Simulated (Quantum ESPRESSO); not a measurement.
Runs of Quantum ESPRESSO 7.5 on MnO. Symmetry: Fm-3m, No. 225, cubic system. The conventional cell has a = 4.448 Å, b = 4.448 Å, c = 4.448 Å, α = 90.00°, β = 90.00°, γ = 90.00°. Mn (site symmetry m-3m) is surrounded by 6 O at 2.22 Å. O (site symmetry m-3m) is surrounded by 6 Mn at 2.22 Å. The cell is a database's computed one.

```csv
k mesh,mesh quality,gap on the mesh (eV),pressure (GPa),moment (μB)
8 × 8 × 8,not flagged,none,(a),4.81
4 × 4 × 4,coarse,none,-8.6,4.72
6 × 6 × 6,coarse,none,(c),4.73
10 × 10 × 10,not flagged,none,-6.8,(b)
```

Alike in all rows: task phonons; level PBEsol; potentials or basis PseudoDojo 0.4.1 SR PBEsol standard; spin collinear, ferromagnetic start; cell as given; cutoff (eV) 1306; smearing fermi-dirac 0.05 eV.

Q: Fill in the values left out.

A: (a) -6.7; (b) 4.80; (c) -8.3.

Caveats: some runs use coarse meshes; the cell is more than 3 GPa from zero pressure, which shifts response properties; before the sum rule the acoustic modes lie tens of cm⁻¹ from zero, a sign that the density grid also shifts the optical modes; a cell with one magnetic atom can't hold antiferromagnetic order, which such compounds often take; semilocal functionals often make such compounds metallic where correlation or magnetic order opens a gap, which also shifts bond lengths; the mesh is thin for the phonons of a metal (some runs).

A gap of «none» marks a metal or a gap under the smearing width.

Runs at the PBE level aren't shown here.
